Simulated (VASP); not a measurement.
# EuS (Fm-3m) in VASP: notebook, part 2 of 2

VASP 6.6.1.

### 3 Band structure, LAK, collinear spin, ferromagnetic start

Input file INCAR:

```
ALGO     = Normal         # electronic algorithm
EDIFF    = 1E-6           # SCF threshold, eV
ENCUT    = 520            # plane-wave cutoff, eV
ISIF     = 2              # what is computed and relaxed
ISMEAR   = -1             # smearing method
ISPIN    = 2              # spin polarisation
LASPH    = True           # aspherical terms in the spheres
LCHARG   = False          # write CHGCAR
LMAXMIX  = 6              # l up to which the mixer works
LMIXTAU  = True         
LORBIT   = 11             # projections on sites
LREAL    = False          # projectors in reciprocal space
LWAVE    = False          # write WAVECAR
MAGMOM   = 7 0            # initial moments
METAGGA  = LAK            # meta-GGA
NBANDS   = 22             # bands
NELM     = 100            # most SCF steps
PREC     = Accurate       # precision mode
SIGMA    = 0.05           # smearing width, eV
```

Input file KPOINTS:

```
k-points
0
Gamma
  8 8 8
```

Input file POSCAR:

```
EuS
1.0
    0.0000000000      2.9785000000      2.9785000000
    2.9785000000      0.0000000000      2.9785000000
    2.9785000000      2.9785000000      0.0000000000
Eu S
1 1
Direct
    0.0000000000      0.0000000000      0.0000000000
    0.5000000000      0.5000000000      0.5000000000
```

Input file KPOINTS_OPT:

```
path GXWKGLUWLK,UX
15
line-mode
reciprocal
 0.0000000000  0.0000000000  0.0000000000  G
 0.5000000000  0.0000000000  0.5000000000  X

 0.5000000000  0.0000000000  0.5000000000  X
 0.5000000000  0.2500000000  0.7500000000  W

 0.5000000000  0.2500000000  0.7500000000  W
 0.3750000000  0.3750000000  0.7500000000  K

 0.3750000000  0.3750000000  0.7500000000  K
 0.0000000000  0.0000000000  0.0000000000  G

 0.0000000000  0.0000000000  0.0000000000  G
 0.5000000000  0.5000000000  0.5000000000  L

 0.5000000000  0.5000000000  0.5000000000  L
 0.6250000000  0.2500000000  0.6250000000  U

 0.6250000000  0.2500000000  0.6250000000  U
 0.5000000000  0.2500000000  0.7500000000  W

 0.5000000000  0.2500000000  0.7500000000  W
 0.5000000000  0.5000000000  0.5000000000  L

 0.5000000000  0.5000000000  0.5000000000  L
 0.3750000000  0.3750000000  0.7500000000  K

 0.6250000000  0.2500000000  0.6250000000  U
 0.5000000000  0.0000000000  0.5000000000  X
```

Potentials or basis: VASP PAW PBE potentials, release 64 (Eu, S).

Started as:

```
$ cat potpaw_PBE.64/Eu/POTCAR potpaw_PBE.64/S/POTCAR > POTCAR
$ mpirun -np 1 vasp_std > vasp.out
```

OUTCAR:

```text
EDIFF = 1E-6
   ENCUT = 520
   ISIF = 2
   ISMEAR = -1
   ISPIN = 2
   LASPH = True
   LORBIT = 11
   LREAL = False
   METAGGA = LAK
   NELM = 100
   PREC = Accurate

 ion  position               nearest neighbor table
   1  0.000  0.000  0.000-   2 2.98   2 2.98   2 2.98   2 2.98   2 2.98   2 2.98
   2  0.500  0.500  0.500-   1 2.98   1 2.98   1 2.98   1 2.98   1 2.98   1 2.98

  LATTYP: Found a face centered cubic cell.
 ALAT       =     5.9570000000

  Lattice vectors:

 A1 = (   0.0000000000,   2.9785000000,   2.9785000000)
 A2 = (   2.9785000000,   0.0000000000,   2.9785000000)
 A3 = (   2.9785000000,   2.9785000000,   0.0000000000)

Analysis of symmetry for initial positions (statically):
=====================================================================
 Subroutine PRICEL returns:
 Original cell was already a primitive cell.

 Routine SETGRP: Setting up the symmetry group for a
[... 802 lines left out ...]
      6       1.4837      1.00000
[... 589 lines left out ...]
     21      12.6859      0.00000
     22      13.3699      0.00000

 [... further k-points ...]

------------------------ aborting loop because EDIFF is reached ----------------------------------------

  FORCE on cell =-STRESS in cart. coord.  units (eV):
  Direction    XX          YY          ZZ          XY          YZ          ZX
  --------------------------------------------------------------------------------------
  -------------------------------------------------------------------------------------
  Total       -0.0299478     -0.0299478     -0.0299478      0.0000000      0.0000000     -0.0000000
  in kB       -0.9079293     -0.9079293     -0.9079293      0.0000000      0.0000000     -0.0000000
  external PRESSURE =      -0.9079293 kB  Pullay stress =       0.0000000 kB

 VOLUME and BASIS-vectors are now :
 -----------------------------------------------------------------------------
  energy-cutoff  :      520.00
  volume of cell :       52.85
      direct lattice vectors                 reciprocal lattice vectors
     0.000000000  2.978500000  2.978500000    -0.167869733  0.167869733  0.167869733
     2.978500000  0.000000000  2.978500000     0.167869733 -0.167869733  0.167869733
     2.978500000  2.978500000  0.000000000     0.167869733  0.167869733 -0.167869733

 POSITION                                       TOTAL-FORCE (eV/Angst)
 -----------------------------------------------------------------------------------
      0.00000      0.00000      0.00000        -0.000000      0.000000     -0.000000
      2.97850      2.97850      2.97850         0.000000     -0.000000      0.000000
 -----------------------------------------------------------------------------------
    total drift:                                0.000000     -0.000000     -0.000000

  FREE ENERGIE OF THE ION-ELECTRON SYSTEM (eV)
  ---------------------------------------------------
  free  energy   TOTEN  =        29.7720213444 eV

  energy  without entropy=       29.7772736402  energy(sigma->0) =       29.77464749

 total charge

# of ion       s       p       d       f       tot
--------------------------------------------------
    1        2.033   5.822   0.257   6.730  14.841
    2        1.297   2.503   0.000   0.000   3.800
--------------------------------------------------
tot          3.330   8.325   0.257   6.730  18.641

 magnetization (x)

# of ion       s       p       d       f       tot
--------------------------------------------------
    1       -0.031  -0.270   0.058   6.706   6.463
    2       -0.011  -0.080   0.000   0.000  -0.091
--------------------------------------------------
tot         -0.042  -0.350   0.058   6.706   6.371
```

stdout:

```text
POSCAR found type information on POSCAR EuS
 POSCAR found :  2 types and       2 ions
 scaLAPACK will be used
 -----------------------------------------------------------------------------
|                                                                             |
|                                                                             |
|     You enforced a specific xc type in the INCAR file but a different       |
|     I HOPE YOU KNOW WHAT YOU ARE DOING!                                     |
|                                                                             |
 -----------------------------------------------------------------------------

 LDA part: xc-table for (None), standard interpolation
 POSCAR, INCAR and KPOINTS ok, starting setup
 FFT: planning ... GRIDC
 FFT: planning ... GRID_SOFT
 FFT: planning ... GRID
 WAVECAR not read
 entering main loop
 Start KPOINTS_OPT (optional k-point list driver)
k-point batch [1-29\150]
k-point batch [30-58\150]
k-point batch [59-87\150]
k-point batch [88-116\150]
k-point batch [117-145\150]
k-point batch [146-150\150]
```

Run time: 12 min. Hardware: 1 thread of Intel Xeon Platinum 8375C at 2.90GHz (Ice Lake), shared host; peak memory 0.27 GiB.

Results:

| Property | Result |
| --- | --- |
| Free energy | 29.7720 eV |
| Pressure | -0.1 GPa |
| Band gap along the path | none (metal or under the smearing width) |
| Net moment | 7.00 μB per cell |
| Site moments | Eu +6.46; S -0.09 μB |
| Valence electrons inside the program's atomic spheres | Eu 14.84; S 3.80 |

Caveat: the PAW data sets were made with another functional, which shifts forces and pressure a little; spin-orbit coupling is left out, which moves the levels of the heavy elements; a cell with one magnetic atom can't hold antiferromagnetic order, which such compounds often take; without U or exact exchange the open f shell lies at the Fermi level, which spoils levels, moments and volumes. The state reached can hang on the start; a lower one may exist.

### 4 Against experiment

Step 2. Against the measured gap of EuS, 1.72 eV (optical; 300 K; powder; “Crystal-field mediated electronic transitions of EuS up to 35 GPa”, 2022, pmc:8786971), the calculated 0.00 eV is off by -1.72 eV. So large a miss can be the level of theory's own, or it may mean another phase, state or a wrong row. Spin-orbit coupling on Eu is left out. The value is that of r2SCAN, without temperature or zero-point motion. The run's magnetic order (collinear spin, ferromagnetic start) needn't be the measured crystal's.

Step 3. A measured gap of EuS is 1.72 eV (optical; 300 K; powder; “Crystal-field mediated electronic transitions of EuS up to 35 GPa”, 2022, pmc:8786971); the calculated 0.00 eV misses it by -1.72 eV. So large a miss can be the level of theory's own, or it may mean another phase, state or a wrong row. Spin-orbit coupling on Eu is left out. The value is that of LAK, without temperature or zero-point motion. The run's magnetic order (collinear spin, ferromagnetic start) needn't be the measured crystal's.
